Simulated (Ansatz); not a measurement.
BeO (P6_3mc), PBE, rigid bands (Ansatz, a quantum-chemistry and plane-wave program): N_c = 1.21e19 cm⁻³ at 300 K and an electron conductivity mass of 0.643 mₑ along y (a = (2.69, 0.00, 0.00) Å; b = (-1.35, 2.33, 0.00) Å; c = (0.00, 0.00, 4.37) Å).

For 1e17 electrons per cm³ at 300 K, place the Fermi level, estimate the Seebeck coefficient of a parabolic band with constant τ, and give mobility and conductivity for τ = 10 fs.

The level lies k_BT ln(N_c/n) = 0.124 eV below the conduction-band minimum. S ≈ −(k_B/e)[ln(N_c/n) + 5/2] = -629 μV/K, against -626 μV/K from the full bands (mean over directions). μ = eτ/m = 27.4 cm²/(V·s) and σ = neμ = 0.438 S/cm. τ is assumed, not computed.

Band transport and this doping are assumed; polarons and phonon drag are left out. Spin-orbit coupling is left out. Geometry: cell and atoms relaxed with PBEsol.
